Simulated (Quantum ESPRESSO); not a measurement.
# La2O3 (P1) in Quantum ESPRESSO: convergence with k mesh

Aim: find how far k mesh must go before the results for La2O3 settle, at PBE. This setting moves, with any that are tied to it; all else stays.

Everything below comes from runs of Quantum ESPRESSO 7.5. Logs are shortened: lines on timing, memory, paths and dates and some standing lists are left out, and cuts for length are marked.

## Step 1: The cell of the first run

The typed cell holds 5 atoms: a = 6.267 Å, b = 6.267 Å, c = 3.300 Å, α = 90.00°, β = 90.00°, γ = 120.00°.

The cell comes from a database or a generator and needn't be the stable form of this composition.

The cell isn't the ideal one: atoms moved at random, drawn with an rms of 0.05 Å.

## Step 2: With k mesh 1 × 1 × 1

Contents of pw.in:

```
&CONTROL
  calculation = 'scf'
  prefix = 'pwscf'
  outdir = './tmp'
  pseudo_dir = './pseudo'
  tprnfor = .true.
  tstress = .true.
  disk_io = 'nowf'
/
&SYSTEM
  ibrav = 0
  nat = 5
  ntyp = 2
  ecutwfc = 45
  ecutrho = 360
  nbnd = 28
  occupations = 'smearing'
  smearing = 'mv'
  degauss = 0.00734986
/
&ELECTRONS
  conv_thr = 1d-09
  electron_maxstep = 120
  mixing_beta = 0.5
/
ATOMIC_SPECIES
La   138.9055 la_pbe_v1.uspp.F.UPF
O     15.9990 o_pbe_v1.2.uspp.F.UPF
CELL_PARAMETERS angstrom
   6.2667802772    0.0000000000    0.0000000000
  -3.1333901386    5.4271909200    0.0000000000
   0.0000000000    0.0000000000    3.2997660000
ATOMIC_POSITIONS crystal
La     0.6689660000    0.3289810000    0.4937610000
La     0.3395110000    0.6683350000    0.4909740000
O      0.5019020000    0.0035070000    0.0072330000
O     -0.0049200000    0.5180640000   -0.0061760000
O      0.4954710000    0.4882770000    0.0120300000
K_POINTS automatic
1 1 1 0 0 0
```

Potentials or basis: GBRV 1.5 PBE.

The run is started by

```
$ OMP_NUM_THREADS=1 pw.x -in pw.in > pw.out
```

It took 62 s on 1 thread of Arm Neoverse V1, shared host; peak memory 0.82 GiB.

Results:

| Property | Result |
| --- | --- |
| Free energy | -4115.5160 eV |
| Pressure | 10.6 GPa |
| Largest force | 0.928 eV/Å |
| Band gap on the k mesh | 1.88 eV, direct |

## Step 3: With k mesh 1 × 1 × 2

Edit pw.in of step 2 so:

```diff
@@ -39,2 +39,2 @@
 K_POINTS automatic
-1 1 1 0 0 0
+1 1 2 0 0 0
```

Potentials or basis: GBRV 1.5 PBE.

The run is started by

```
$ OMP_NUM_THREADS=1 pw.x -in pw.in > pw.out
```

It took 66 s on 1 thread of Arm Neoverse V1, shared host; peak memory 0.82 GiB.

What came out:

* Free energy: -4118.3586 eV
* Pressure: 4.5 GPa
* Largest force: 0.714 eV/Å
* Band gap on the k mesh: 1.36 eV, indirect (least direct gap 1.88 eV)

## Step 4: With k mesh 2 × 2 × 3

Edit pw.in of step 3 so:

```diff
@@ -39,2 +39,2 @@
 K_POINTS automatic
-1 1 2 0 0 0
+2 2 3 0 0 0
```

The run is started by

```
$ OMP_NUM_THREADS=1 pw.x -in pw.in > pw.out
```

Wall time 90 s (1 thread of Arm Neoverse V1, shared host); peak memory 0.83 GiB.

What came out:

```yaml
Free_energy: -4119.3125 eV
Pressure: 2.3 GPa
Largest_force: 0.707 eV/Å
Band_gap_on_the_k_mesh: 1.98 eV, indirect (least direct gap 2.07 eV)
```

## Step 5: With k mesh 2 × 2 × 4

Edit pw.in of step 4 so:

```diff
@@ -39,2 +39,2 @@
 K_POINTS automatic
-2 2 3 0 0 0
+2 2 4 0 0 0
```

The run is started by

```
$ OMP_NUM_THREADS=1 pw.x -in pw.in > pw.out
```

Run time: 1.8 min. Hardware: 1 thread of Arm Neoverse V1, shared host; peak memory 0.84 GiB.

Results:

* Free energy: -4119.3097 eV
* Pressure: 2.4 GPa
* Largest force: 0.711 eV/Å
* Band gap on the k mesh: 1.56 eV, indirect (least direct gap 2.07 eV)

## Step 6: With k mesh 3 × 3 × 4

Edit pw.in of step 5 so:

```diff
@@ -39,2 +39,2 @@
 K_POINTS automatic
-2 2 4 0 0 0
+3 3 4 0 0 0
```

Potentials or basis: GBRV 1.5 PBE.

The run is started by

```
$ OMP_NUM_THREADS=1 pw.x -in pw.in > pw.out
```

Wall time 2.1 min (1 thread of Arm Neoverse V1, shared host); peak memory 0.85 GiB.

Results (log left out):

- Free energy: -4119.3163 eV
- Pressure: 2.4 GPa
- Largest force: 0.714 eV/Å
- Band gap on the k mesh: 1.56 eV, indirect (least direct gap 2.07 eV)

## Step 7: With k mesh 4 × 4 × 5

Edit pw.in of step 6 so:

```diff
@@ -39,2 +39,2 @@
 K_POINTS automatic
-3 3 4 0 0 0
+4 4 5 0 0 0
```

The run is started by

```
$ OMP_NUM_THREADS=1 pw.x -in pw.in > pw.out
```

It took 4 min on 1 thread of Arm Neoverse V1, shared host; peak memory 0.89 GiB.

Results (log left out):

| Quantity | Value |
| --- | --- |
| Free energy | -4119.3184 eV |
| Pressure | 2.4 GPa |
| Largest force | 0.716 eV/Å |
| Band gap on the k mesh | 1.81 eV, indirect (least direct gap 2.07 eV) |

## Step 8: With k mesh 4 × 4 × 6

Edit pw.in of step 7 so:

```diff
@@ -39,2 +39,2 @@
 K_POINTS automatic
-4 4 5 0 0 0
+4 4 6 0 0 0
```

The run is started by

```
$ OMP_NUM_THREADS=1 pw.x -in pw.in > pw.out
```

Wall time 5 min (1 thread of Arm Neoverse V1, shared host); peak memory 0.9 GiB.

The run converged. Its results:

- Free energy: -4119.3186 eV
- Pressure: 2.4 GPa
- Largest force: 0.716 eV/Å
- Band gap on the k mesh: 1.56 eV, indirect (least direct gap 2.07 eV)

## Step 9: With k mesh 5 × 5 × 7

Edit pw.in of step 8 so:

```diff
@@ -39,2 +39,2 @@
 K_POINTS automatic
-4 4 6 0 0 0
+5 5 7 0 0 0
```

Potentials or basis: GBRV 1.5 PBE.

The run is started by

```
$ OMP_NUM_THREADS=1 pw.x -in pw.in > pw.out
```

Run time: 8.3 min. Hardware: 1 thread of Arm Neoverse V1, shared host; peak memory 0.96 GiB.

The run converged. Its results:

| Quantity | Value |
| --- | --- |
| Free energy | -4119.3187 eV |
| Pressure | 2.4 GPa |
| Largest force | 0.717 eV/Å |
| Band gap on the k mesh | 1.69 eV, indirect (least direct gap 2.07 eV) |

## Step 10: With k mesh 6 × 6 × 8

Edit pw.in of step 9 so:

```diff
@@ -39,2 +39,2 @@
 K_POINTS automatic
-5 5 7 0 0 0
+6 6 8 0 0 0
```

Potentials or basis: GBRV 1.5 PBE.

The run is started by

```
$ OMP_NUM_THREADS=1 pw.x -in pw.in > pw.out
```

pw.out:

```text
This program is part of the open-source Quantum ESPRESSO suite
     for quantum simulation of materials; please cite
[... 6 lines left out ...]
     --------------------
     sticks:   dense  smooth     PW     G-vecs:    dense   smooth      PW
     Sum        3463    1735    511                87319    30909    5013

     Using Slab Decomposition

     bravais-lattice index     =            0
     lattice parameter (alat)  =      11.8425  a.u.
     unit-cell volume          =     757.3547 (a.u.)^3
     number of atoms/cell      =            5
     number of atomic types    =            2
     number of electrons       =        40.00
     number of Kohn-Sham states=           28
     kinetic-energy cutoff     =      45.0000  Ry
     charge density cutoff     =     360.0000  Ry
     scf convergence threshold =      1.0E-09
     mixing beta               =       0.5000
     number of iterations used =            8  plain     mixing
     Exchange-correlation= SLA  PW   PBE  PBE
                           (   1   4   3   4   0   0   0)

     celldm(1)=  11.842498  celldm(2)=   0.000000  celldm(3)=   0.000000
     celldm(4)=   0.000000  celldm(5)=   0.000000  celldm(6)=   0.000000

     crystal axes: (cart. coord. in units of alat)
               a(1) = (   1.000000   0.000000   0.000000 )
               a(2) = (  -0.500000   0.866025   0.000000 )
               a(3) = (   0.000000   0.000000   0.526549 )

     reciprocal axes: (cart. coord. in units 2 pi/alat)
               b(1) = (  1.000000  0.577350 -0.000000 )
               b(2) = (  0.000000  1.154701  0.000000 )
               b(3) = (  0.000000 -0.000000  1.899159 )

     PseudoPot. # 1 for La read from file:
     la_pbe_v1.uspp.F.UPF
     Pseudo is Ultrasoft + core correction, Zval = 11.0
     Generated by new atomic code, or converted to UPF format
     Using radial grid of  995 points,  8 beta functions with:
                l(1) =   0
                l(2) =   0
                l(3) =   1
                l(4) =   1
                l(5) =   2
                l(6) =   2
                l(7) =   3
                l(8) =   3
     Q(r) pseudized with  8 coefficients,  rinner =    1.700   1.700   1.700
                                                       1.700   1.700   1.700
                                                       1.700

     PseudoPot. # 2 for O  read from file:
     o_pbe_v1.2.uspp.F.UPF
     Pseudo is Ultrasoft + core correction, Zval =  6.0
     Generated by new atomic code, or converted to UPF format
     Using radial grid of  737 points,  5 beta functions with:
                l(1) =   0
                l(2) =   0
                l(3) =   1
                l(4) =   1
                l(5) =   2
     Q(r) pseudized with  8 coefficients,  rinner =    0.900   0.900   0.900
                                                       0.900   0.900

     atomic species   valence    mass     pseudopotential
     La               11.00   138.90550     La( 1.00)
     O                 6.00    15.99900     O ( 1.00)

     No symmetry found

   Cartesian axes

     site n.     atom                  positions (alat units)
         1        La     tau(   1) = (   0.5044755   0.2849059   0.2599893  )
         2        La     tau(   2) = (   0.0053435   0.5787951   0.2585218  )
         3        O      tau(   3) = (   0.5001485   0.0030372   0.0038085  )
         4        O      tau(   4) = (  -0.2639520   0.4486566  -0.0032520  )
         5        O      tau(   5) = (   0.2513325   0.4228603   0.0063344  )

     number of k points=   148  Marzari-Vanderbilt smearing, width (Ry)=  0.0073

     Number of k-points >= 100: set verbosity='high' to print them.

     Dense  grid:    87319 G-vectors     FFT dimensions: (  72,  72,  40)

     Smooth grid:    30909 G-vectors     FFT dimensions: (  54,  54,  27)

     Check: negative core charge=   -0.000002

     Initial potential from superposition of free atoms

     starting charge      39.9359, renormalised to      40.0000

     negative rho (up, down):  1.392E-01 0.000E+00
     Starting wfcs are   52 randomized atomic wfcs

     Self-consistent Calculation

     iteration #  1     ecut=    45.00 Ry     beta= 0.50
     Davidson diagonalization with overlap
     ethr =  1.00E-02,  avg # of iterations =  1.6

     negative rho (up, down):  1.380E-01 0.000E+00

     total energy              =    -301.90636630 Ry
     estimated scf accuracy    <       2.22692694 Ry

     iteration #  2     ecut=    45.00 Ry     beta= 0.50
     Davidson diagonalization with overlap
     ethr =  5.57E-03,  avg # of iterations =  4.0

     negative rho (up, down):  9.626E-02 0.000E+00

     total energy              =    -302.19724664 Ry
     estimated scf accuracy    <       2.80378065 Ry

     iteration #  3     ecut=    45.00 Ry     beta= 0.50
     Davidson diagonalization with overlap
     ethr =  5.57E-03,  avg # of iterations =  3.8

     negative rho (up, down):  9.126E-02 0.000E+00

     total energy              =    -302.72848530 Ry
     estimated scf accuracy    <       0.03993934 Ry

     iteration #  4     ecut=    45.00 Ry     beta= 0.50
     Davidson diagonalization with overlap
     c_bands:  1 eigenvalues not converged
     c_bands:  1 eigenvalues not converged
     c_bands:  1 eigenvalues not converged
     c_bands:  1 eigenvalues not converged
     c_bands:  1 eigenvalues not converged
     c_bands:  1 eigenvalues not converged
     c_bands:  1 eigenvalues not converged
     ethr =  9.98E-05,  avg # of iterations = 12.5

     negative rho (up, down):  9.194E-02 0.000E+00

     total energy              =    -302.75643912 Ry
     estimated scf accuracy    <       0.08017991 Ry

     iteration #  5     ecut=    45.00 Ry     beta= 0.50
     Davidson diagonalization with overlap
     ethr =  9.98E-05,  avg # of iterations =  2.3
[... 96 lines left out ...]
     iteration # 13     ecut=    45.00 Ry     beta= 0.50
     Davidson diagonalization with overlap
     ethr =  7.92E-10,  avg # of iterations =  2.9

     negative rho (up, down):  9.777E-02 0.000E+00

     total energy              =    -302.76434053 Ry
     estimated scf accuracy    <       0.00000008 Ry

     iteration # 14     ecut=    45.00 Ry     beta= 0.50
     Davidson diagonalization with overlap
     ethr =  1.99E-10,  avg # of iterations =  3.4

     negative rho (up, down):  9.777E-02 0.000E+00

     total energy              =    -302.76434055 Ry
     estimated scf accuracy    <          8.6E-09 Ry

     iteration # 15     ecut=    45.00 Ry     beta= 0.50
     Davidson diagonalization with overlap
     ethr =  2.14E-11,  avg # of iterations =  3.8

     negative rho (up, down):  9.777E-02 0.000E+00

     total energy              =    -302.76434055 Ry
     estimated scf accuracy    <          5.1E-09 Ry

     iteration # 16     ecut=    45.00 Ry     beta= 0.50
     Davidson diagonalization with overlap
     ethr =  1.27E-11,  avg # of iterations =  4.0

     negative rho (up, down):  9.777E-02 0.000E+00

     End of self-consistent calculation

     Number of k-points >= 100: set verbosity='high' to print the bands.

     the Fermi energy is     6.9414 ev

!    total energy              =    -302.76434055 Ry
     estimated scf accuracy    <          7.8E-10 Ry
     smearing contrib. (-TS)   =       0.00000000 Ry
     internal energy E=F+TS    =    -302.76434055 Ry

     The total energy is F=E-TS. E is the sum of the following terms:
     one-electron contribution =    -115.68771851 Ry
     hartree contribution      =      78.37758973 Ry
     xc contribution           =    -120.82053472 Ry
     ewald contribution        =    -144.63367706 Ry

     convergence has been achieved in  16 iterations

     negative rho (up, down):  9.777E-02 0.000E+00

     Forces acting on atoms (cartesian axes, Ry/au):

     atom    1 type  1   force =    -0.00775542    0.01933378    0.00592104
     atom    2 type  1   force =    -0.01428853   -0.00822669    0.00429682
     atom    3 type  2   force =     0.01255648   -0.01868062   -0.00528704
     atom    4 type  2   force =     0.02746272   -0.00460165    0.00117175
     atom    5 type  2   force =    -0.01797525    0.01217517   -0.00610257

     Total force =     0.050786     Total SCF correction =     0.000022

     Computing stress (Cartesian axis) and pressure

     negative rho (up, down):  9.777E-02 0.000E+00
          total   stress  (Ry/bohr**3)                   (kbar)     P=       23.96
   0.00015631  -0.00000219   0.00000323           22.99       -0.32        0.48
  -0.00000219   0.00025964   0.00000614           -0.32       38.19        0.90
   0.00000323   0.00000614   0.00007272            0.48        0.90       10.70

=------------------------------------------------------------------------------=
   JOB DONE.
=------------------------------------------------------------------------------=
```

It took 12 min on 1 thread of Arm Neoverse V1, shared host; peak memory 1.1 GiB.

Results:

```yaml
Free_energy: -4119.3187 eV
Pressure: 2.4 GPa
Largest_force: 0.717 eV/Å
Band_gap_on_the_k_mesh: 1.56 eV, indirect (least direct gap 2.07 eV)
```

## Step 11: Summary

```
   k mesh  energy less the tightest run, at zero smearing (meV/atom)  pressure (GPa)  largest force (eV/Å)  gap on the mesh (eV)  SCF cycles  CPU time (s)  peak memory (GiB)
1 × 1 × 1                                                     760.54           10.61                 0.928                 1.882          17            62               0.82
1 × 1 × 2                                                     192.03            4.49                 0.714                 1.362          17            66               0.82
2 × 2 × 3                                                       1.25            2.35                 0.707                 1.978          16            90               0.83
2 × 2 × 4                                                       1.79            2.41                 0.711                 1.559          17           110               0.84
3 × 3 × 4                                                       0.48            2.40                 0.714                 1.562          14           130               0.85
4 × 4 × 5                                                       0.07            2.40                 0.716                 1.806          16           240               0.89
4 × 4 × 6                                                       0.02            2.40                 0.716                 1.563          17           300                0.9
5 × 5 × 7                                                       0.00            2.40                 0.717                 1.688          18           500               0.96
6 × 6 × 8                                                       0.00            2.40                 0.717                 1.563          16           710                1.1
```

Against the tightest run, the energy stays within 1 meV/atom from 3 × 3 × 4 on; the pressure stays within 0.1 GPa from 2 × 2 × 3 on; the largest force stays within 0.005 eV/Å from 3 × 3 × 4 on. Not settled before the last step: the gap on the mesh (to 0.01 eV). Meshes of other sizes hit other points, so gaps and Fermi surfaces needn't settle smoothly. The tightest run that finished is the yardstick and may itself not be fully converged.

Caveats: this smearing can shift energies of a crystal with a gap; spin-orbit coupling is left out, which moves the levels of the heavy elements.
